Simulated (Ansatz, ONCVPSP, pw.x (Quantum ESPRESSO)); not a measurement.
pw.x on bcc Si: one setting changed

Potential: optimised norm-conserving Vanderbilt (ONCV), ONCVPSP 4.0.1, PBE; core [Ne], reference 3s1.5 3p2.5; waves: 3s: rc 1.55 bohr, ncon 4, nbas 7, qcut 4.6 1/bohr, 1 projector; 3p: rc 1.55 bohr, ncon 4, nbas 8, qcut 5.3 1/bohr, local; d scattering state at 0.04 Ha: rc 1.75 bohr, ncon 5, nbas 10, qcut 6 1/bohr, 1 projector; local part: the p channel; core correction: Teter function, fcfact 5.25, rcfact 1.4.

The reference run (k-mesh 15³, cutoffs 75/300 Ry, Fermi–Dirac 0.01 Ry, mixing_beta 0.4, conv_thr 1e-9, no spin) gives -0.16 GPa at 14.593 Å³/atom, where all-electron LAPW gives 0.35 GPa. This run, with its own iteration cap, changes diagonalization to cg.

```
&control
  calculation='scf', prefix='x', pseudo_dir='./', outdir='./tmp', tstress=.true., disk_io='none'
/
&system
  ibrav=0, nat=1, ntyp=1, ecutwfc=75, ecutrho=300, nbnd=9,
  occupations='smearing', smearing='fd', degauss=0.01
/
&electrons
  conv_thr=1e-09, mixing_beta=0.4, electron_maxstep=50, diagonalization='cg'
/
ATOMIC_SPECIES
Si 1.0 Si.UPF
CELL_PARAMETERS angstrom
  -1.53943562 1.53943562 1.53943562
  1.53943562 -1.53943562 1.53943562
  1.53943562 1.53943562 -1.53943562
ATOMIC_POSITIONS crystal
Si 0.0000 0.0000 0.0000
K_POINTS automatic
15 15 15 0 0 0
```

```bash
pw.x < Si.scf.in > Si.scf.out
```

**Question.** How does the run end?

**Answer.** It converges in 10 iterations; the free energy moves by +0.0 meV/atom and the pressure by +0.00 GPa. The result is that of the reference run.

```
Message from routine setup:
     using ibrav=0 with symmetry is DISCOURAGED, use correct ibrav instead
     lattice parameter (alat)  =       5.0387  a.u.
     unit-cell volume          =      98.4784 (a.u.)^3
     number of electrons       =         4.00
     number of Kohn-Sham states=            9
     kinetic-energy cutoff     =      75.0000  Ry
     charge density cutoff     =     300.0000  Ry
     scf convergence threshold =      1.0E-09
     Exchange-correlation= PBE
     number of k points=   120  Fermi-Dirac smearing, width (Ry)=  0.0100
     iteration #  1     ecut=    75.00 Ry     beta= 0.40
     c_bands:  1 eigenvalues not converged
     c_bands:  1 eigenvalues not converged
     c_bands:  1 eigenvalues not converged
     total energy              =      -8.78182556 Ry
     estimated scf accuracy    <       0.00156289 Ry
     iteration #  2     ecut=    75.00 Ry     beta= 0.40
     total energy              =      -8.78170400 Ry
     estimated scf accuracy    <       0.00050743 Ry
     iteration #  3     ecut=    75.00 Ry     beta= 0.40
     total energy              =      -8.78173653 Ry
     estimated scf accuracy    <       0.00000564 Ry
     [... 4 iterations left out ...]
     iteration #  8     ecut=    75.00 Ry     beta= 0.40
     total energy              =      -8.78173807 Ry
     estimated scf accuracy    <          1.3E-09 Ry
     iteration #  9     ecut=    75.00 Ry     beta= 0.40
     total energy              =      -8.78173807 Ry
     estimated scf accuracy    <          3.5E-09 Ry
     iteration # 10     ecut=    75.00 Ry     beta= 0.40
     the Fermi energy is    10.4750 ev
!    total energy              =      -8.78173807 Ry
     estimated scf accuracy    <          1.1E-10 Ry
     smearing contrib. (-TS)   =      -0.00185966 Ry
     The total energy is F=E-TS. E is the sum of the following terms:
     one-electron contribution =       4.72828686 Ry
     hartree contribution      =       0.02903136 Ry
     xc contribution           =      -3.52937620 Ry
     ewald contribution        =     -10.00782043 Ry
     convergence has been achieved in  10 iterations
          total   stress  (Ry/bohr**3)                   (kbar)     P=       -1.61
     Message from routine punch:
     Nothing written, as per user request (disk_io='none')
```

The run took about 24 s on one core of a shared host (Intel(R) Xeon(R) Processor @ 2.60GHz, 24 threads, 32 GiB, load 6).
